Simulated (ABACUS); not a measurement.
# Pd (Fm-3m) in ABACUS: further runs

The runs below take Pd through single point, with TASK, SCAN, BLYP.

Program: ABACUS 3.10.1. These are calculated values, not measurements. Logs are shortened: lines on timing, memory, paths and dates and some standing lists are left out, and cuts for length are marked.

## 1. The crystal as given

The structure is cubic, space group Fm-3m (No. 225). Conventional cell: a = 3.893 Å, b = 3.893 Å, c = 3.893 Å, α = 90.00°, β = 90.00°, γ = 90.00°. Pd (site symmetry m-3m) is surrounded by 12 Pd at 2.75 Å.

## 2. Single point, TASK

Input file INPUT:

```
INPUT_PARAMETERS
suffix              Pd
calculation         scf
basis_type          pw
pseudo_dir          ./
symmetry            1
dft_functional      MGGA_X_TASK+LDA_C_PW
ecutwfc             95
pseudo_rcut         10
nspin               1
nbands              19
ks_solver           dav
smearing_method     fd
smearing_sigma      0.00367493
scf_thr             1e-08
scf_nmax            100
mixing_type         broyden
mixing_beta         0.7
cal_force           1
cal_stress          1
mixing_tau          1
out_chg             1
kpar                4
```

Input file STRU:

```
ATOMIC_SPECIES
Pd 106.4200 Pd_ONCV_PBE-1.2.upf

LATTICE_CONSTANT
1.8897261246

LATTICE_VECTORS
0.0000000000 1.9465000000 1.9465000000
1.9465000000 0.0000000000 1.9465000000
1.9465000000 1.9465000000 0.0000000000

ATOMIC_POSITIONS
Direct

Pd
0.0
1
0.0000000000 0.0000000000 0.0000000000 1 1 1
```

Input file KPT:

```
K_POINTS
0
Gamma
8 8 8 0 0 0
```

Potentials or basis: SG15 ONCV 1.2 PBE, plane waves.

On the command line:

```
> OMP_NUM_THREADS=1 mpirun -np 4 abacus > log
```

running log:

```text
ABACUS v3.10.1

               Atomic-orbital Based Ab-initio Computation at UStc

 ------------------------------------------------------------------------------------

 READING GENERAL INFORMATION
                           global_out_dir = OUT.Pd/
                           global_in_card = INPUT
                               pseudo_dir = ./
                              orbital_dir =
                                    DSIZE = 4
                                    GSIZE = 1

 READING UNITCELL INFORMATION
                                    ntype = 1
                  lattice constant (Bohr) = 1.88973
              lattice constant (Angstrom) = 1

 READING ATOM TYPE 1
                               atom label = Pd
                      L=0, number of zeta = 1
                      L=1, number of zeta = 1
                      L=2, number of zeta = 1
             number of atom for this type = 1

                        TOTAL ATOM NUMBER = 1
DIRECT COORDINATES
    atom                   x                   y                   z     mag                  vx                  vy                  vz
taud_Pd1            0.0000000000        0.0000000000        0.0000000000  0.0000        0.0000000000        0.0000000000        0.0000000000

                          Volume (Bohr^3) = 99.5382
                             Volume (A^3) = 14.75

 Lattice vectors: (Cartesian coordinate: in unit of a_0)
                   +0             +1.9465             +1.9465
              +1.9465                  +0             +1.9465
              +1.9465             +1.9465                  +0
 Reciprocal vectors: (Cartesian coordinate: in unit of 2 pi/a_0)
            -0.256871           +0.256871           +0.256871
            +0.256871           -0.256871           +0.256871
            +0.256871           +0.256871           -0.256871
 The esolver type has been set to : ksdft_pw

                PAO radial cut off (Bohr) = 10

 Read in pseudopotential file is Pd_ONCV_PBE-1.2.upf
                     pseudopotential type = NC
          exchange-correlation functional = PBE
                 nonlocal core correction = 0
                        valence electrons = 18
                                     lmax = 2
                           number of zeta = 0
                     number of projectors = 6
                           L of projector = 0
                           L of projector = 0
                           L of projector = 1
                           L of projector = 1
                           L of projector = 2
                           L of projector = 2
 XC functional updated to : MGGA_X_TASK+LDA_C_PW
          exchange-correlation functional = MGGA_X_TASK+LDA_C_PW
     initial pseudo atomic orbital number = 0

 SETUP THE ELECTRONS NUMBER
            electron number of element Pd = 18
      total electron number of element Pd = 18
            AUTOSET number of electrons:  = 18
                           occupied bands = 9
                                   NBANDS = 19
                                   NLOCAL = 9

%%%%%%%%%%%%%%%%%%%%%%%%%%%%%%%%%%%%%%%%%%%%%%%%%%%%%%%%%%%%%%%%%%%%%%%%%%%%%%%%%%%%%%%%%%%%%%%%%%%%%%%%%%
 Warning: the number of valence electrons in pseudopotential > 10 for Pd: [Kr] 4d10
 Pseudopotentials with additional electrons can yield (more) accurate outcomes, but may be less efficient.
 If you're confident that your chosen pseudopotential is appropriate, you can safely ignore this warning.
%%%%%%%%%%%%%%%%%%%%%%%%%%%%%%%%%%%%%%%%%%%%%%%%%%%%%%%%%%%%%%%%%%%%%%%%%%%%%%%%%%%%%%%%%%%%%%%%%%%%%%%%%%

 SETUP THE PLANE WAVE BASIS
 energy cutoff for charge/potential (unit:Ry) = 380
            fft grid for charge/potential = [ 36, 36, 36 ]
                        fft grid division = [ 1, 1, 1 ]
        big fft grid for charge/potential = [ 36, 36, 36 ]
                                     nbxx = 46656
                                     nrxx = 46656

 SETUP PLANE WAVES FOR CHARGE/POTENTIAL
                    number of plane waves = 12387
                         number of sticks = 703

 PARALLEL PW FOR CHARGE/POTENTIAL
     PROC   COLUMNS(POT)             PW
        1            703          12387
 --------------- sum -------------------
        1            703          12387
                            number of |g| = 175
                                  max |g| = 34.3111
                                  min |g| = 0

----------- Double Check Mixing Parameters Begin ------------
mixing_type: broyden
mixing_beta: 0.7
mixing_gg0: 1
mixing_gg0_min: 0.1
mixing_ndim: 8
----------- Double Check Mixing Parameters End ------------

 LATTICE VECTORS: (CARTESIAN COORDINATE: IN UNIT OF A0)
                   +0             +1.9465             +1.9465
              +1.9465                  +0             +1.9465
              +1.9465             +1.9465                  +0
                       right hand lattice = 1
                                   NORM_A = 2.75277
                                   NORM_B = 2.75277
                                   NORM_C = 2.75277
                           ALPHA (DEGREE) = 60
                           BETA  (DEGREE) = 60
                           GAMMA (DEGREE) = 60

 The lattice vectors have been changed (STRU_SIMPLE.cif)

(for optimal symmetric configuration:)
                             BRAVAIS TYPE = 3
                     BRAVAIS LATTICE NAME = 03. Cubic F (face-centered)
                                    ibrav = 3
                                    IBRAV = 3
                                  BRAVAIS = FACE CENTERED CUBIC
                       LATTICE CONSTANT A = 3.893
Original cell was already a primitive cell.
                        ROTATION MATRICES = 48
              PURE POINT GROUP OPERATIONS = 48
                   SPACE GROUP OPERATIONS = 48
                              POINT GROUP = O_h
               POINT GROUP IN SPACE GROUP = O_h

 SETUP K-POINTS
                                    nspin = 1
                   Input type of k points = Monkhorst-Pack(Gamma)
                                   nkstot = 512
                       right hand lattice = 1
(for reciprocal lattice: )
                             BRAVAIS TYPE = 2
                     BRAVAIS LATTICE NAME = 02. Cubic I (body-centered)
                                    ibrav = 2
                       right hand lattice = 1
(for k-lattice: )
                             BRAVAIS TYPE = 2
                     BRAVAIS LATTICE NAME = 02. Cubic I (body-centered)
                                    ibrav = 2
                       right hand lattice = 1
                        ROTATION MATRICES = 48
                               nkstot_ibz = 29
K-POINTS REDUCTION ACCORDING TO SYMMETRY
     IBZ    DIRECT_X    DIRECT_Y    DIRECT_Z  WEIGHT  ibz2bz
       1  0.00000000  0.00000000  0.00000000  0.0020       0
       2  0.12500000  0.12500000  0.12500000  0.0156       1
       3  0.25000000  0.25000000  0.25000000  0.0156       2
       4  0.37500000  0.37500000  0.37500000  0.0156       3
       5  0.50000000  0.50000000  0.50000000  0.0078       4
       6  0.12500000  0.12500000  0.00000000  0.0117       9
[... 21 lines left out ...]
      28 -0.12500000  0.50000000  0.37500000  0.0234     101
      29  0.50000000  0.25000000 -0.25000000  0.0117     166

                               nkstot now = 29
[... K-POINTS DIRECT COORDINATES: 29 rows ...]

           k-point number in this process = 8
       minimum distributed K point number = 7
[... stars of the k points ...]

[... K-POINTS CARTESIAN COORDINATES: 8 rows ...]

[... K-POINTS DIRECT COORDINATES: 8 rows ...]

 SETUP PLANE WAVES FOR WAVE FUNCTIONS
     energy cutoff for wavefunc (unit:Ry) = 95
              fft grid for wave functions = [ 36, 36, 36 ]
                    number of plane waves = 1917
                         number of sticks = 199

 PARALLEL PW FOR WAVE FUNCTIONS
     PROC   COLUMNS(POT)             PW
        1            199           1917
 --------------- sum -------------------
        1            199           1917

 SETUP NONLOCAL PSEUDOPOTENTIALS IN PLANE WAVE BASIS
 Pd non-local projectors:
 projector 1 L=0
 projector 2 L=0
 projector 3 L=1
 projector 4 L=1
 projector 5 L=2
 projector 6 L=2
      TOTAL NUMBER OF NONLOCAL PROJECTORS = 18

 Init Non-Local PseudoPotential table :
 Init Non-Local-Pseudopotential done.

                                     npwx = 1563

 -------------------------------------------
 SELF-CONSISTENT
 -------------------------------------------
                                 init_chg = atomic

 PW ALGORITHM --------------- ION=   1  ELEC=   1--------------------------------
 Notice: Threshold on eigenvalues was too large.
 hsover_error=0.18 > DRHO=0.0810514
 Origin diag ethr = 0.01
 New diag ethr = 0.000450285

 Density error is 0.0724923774137
                          Error Threshold = 0.00045028531136
----------------------------------------------------------
     Energy           Rydberg                 eV
----------------------------------------------------------
 E_KohnSham     -250.7746546588      -3411.9642173426
 E_Harris       -253.5887936106      -3450.2525420498
 E_Fermi        1.7642917544         24.0044207936
----------------------------------------------------------

 PW ALGORITHM --------------- ION=   1  ELEC=   2--------------------------------

 Density error is 0.0357384905973
                          Error Threshold = 0.000402735430076
----------------------------------------------------------
     Energy           Rydberg                 eV
----------------------------------------------------------
 E_KohnSham     -251.0241254329      -3415.3584413540
 E_Harris       -248.2883639368      -3378.1364966381
 E_Fermi        1.7196424466         23.3969357959
----------------------------------------------------------
[... 51 lines left out ...]
 Density error is 4.77623139527e-08
                          Error Threshold = 1.17736935843e-08
----------------------------------------------------------
     Energy           Rydberg                 eV
----------------------------------------------------------
 E_KohnSham     -251.1843038814      -3417.5377809506
 E_Harris       -251.1816981663      -3417.5023283773
 E_Fermi        1.7489079218         23.7951130131
----------------------------------------------------------

 PW ALGORITHM --------------- ION=   1  ELEC=   8--------------------------------

 Density error is 1.7363757837e-09
                          Error Threshold = 2.65346188626e-10
----------------------------------------------------------
     Energy           Rydberg                 eV
----------------------------------------------------------
 E_KohnSham     -251.1842669781      -3417.5372788551
 E_KS(sigma->0) -251.1836468709      -3417.5288418638
 E_Harris       -251.1846773352      -3417.5428620505
 E_band         -8.8041722746        -119.7869091076
 E_one_elec     -74.7487041565       -1017.0082946441
 E_Hartree      48.0152664003        653.2812140319
 E_xc           -22.5255545787       -306.4758928809
 E_Ewald        -201.9240344288      -2747.3174313795
 E_entropy(-TS) -0.0012402144        -0.0168739826
 E_descf        0.0000000000         0.0000000000
 E_exx          0.0000000000         0.0000000000
 E_Fermi        1.7489692049         23.7959468127
----------------------------------------------------------

 charge density convergence is achieved
 final etot is -3417.5372789 eV
 EFERMI = 23.795946813 eV

 STATE ENERGY(eV) AND OCCUPATIONS    NSPIN == 1
 1/8 kpoint (Cartesian) = 0.0000 0.0000 0.0000 (1471 pws)
       1       -68.7801     0.00390625
       2       -31.0073     0.00390625
       3       -31.0073     0.00390625
       4       -31.0073     0.00390625
       5        14.6961     0.00390625
       6        20.3162     0.00390625
[... 11 lines left out ...]
      18        60.4616        0.00000
      19        65.7575        0.00000
[... 85 lines left out ...]
 6/8 kpoint (Cartesian) = 0.0000 0.0000 0.064218 (1531 pws)
       1       -68.7633      0.0234375
       2       -31.0972      0.0234375
       3       -31.0409      0.0234375
       4       -31.0409      0.0234375
       5        15.6096      0.0234375
       6        19.8368      0.0234375
[... 11 lines left out ...]
      18        61.2451        0.00000
      19        61.3325        0.00000

[... levels at 2 further k points ...]

------------------------------------------------------------------------------------------
 TOTAL-FORCE (eV/Angstrom)
------------------------------------------------------------------------------------------
                       Pd1         0.0000000000         0.0000000000         0.0000000000
------------------------------------------------------------------------------------------

----------------------------------------------------------------
 TOTAL-STRESS (KBAR)
----------------------------------------------------------------
      5051.0960507181         0.0000000000        -0.0000000000
         0.0000000000      5051.0960507181        -0.0000000000
         0.0000000000        -0.0000000000      5051.0960507181
----------------------------------------------------------------
 TOTAL-PRESSURE: 5051.096051 KBAR

 --------------------------------------------
 !FINAL_ETOT_IS -3417.5372788551317171 eV
 --------------------------------------------
```

Wall time 26 s (4 MPI ranks of Intel Xeon Platinum 8488C (Sapphire Rapids), shared host); peak memory 0.28 GiB.

What came out:

```
Free energy            : -3417.5373 eV
Pressure               : 505.1 GPa
Band gap on the k mesh : none (metal or under the smearing width)
```

Levels at points of the mesh, in eV from the Fermi level:
```csv
k point,band 7,band 8,band 9,band 10,band 11,band 12
"(0.00, 0.00, 0.00)",-3.48,-3.48,-1.61,-1.61,20.51,26.13
"(0.50, 0.50, 0.50)",-3.61,-0.12,-0.12,1.23,8.16,19.70
"(0.50, 0.50, 0.00)",-0.20,0.30,0.30,4.12,12.18,15.86
```

Caveat: a pressure of tens of GPa on the cell as given is suspect, and the run, the potentials or the cell itself is likely at fault; the potentials were made for another functional, which shifts forces and pressure.

(Continued in part 2 of 3.)
